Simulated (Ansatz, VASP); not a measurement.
# Tl in VASP and in Ansatz

```
CELL_PARAMETERS angstrom
3.35360 0.00000 0.00000
0.00000 3.35360 0.00000
0.00000 0.00000 3.35360
ATOMIC_POSITIONS crystal
Tl 0.00000 0.00000 0.00000
```

Alike in both runs: task single point; functional revPBE; k mesh 11 × 11 × 11; occupations fermi-dirac, width 0.1 eV; no spin polarisation.

|  | VASP | Ansatz |
| --- | --- | --- |
| version | VASP 6.6.1 | Ansatz 0.2.0 |
| potentials or method | VASP PAW PBE potentials, release 64 (Tl_d) | plane waves (420 eV) with PAW, scalar-relativistic |
| plane-wave cutoff (eV) | 520 | 420 |
| valence electrons in the cell | 13 | 13 |

|  | VASP | Ansatz | Ansatz less VASP |
| --- | --- | --- | --- |
| pressure (GPa) | -0.6 | -0.6 | +0.05 |

Caveats: the PAW data sets were made with another functional, which shifts forces and pressure a little (VASP). The runs have no spin-orbit coupling, so splittings on Tl are missing.
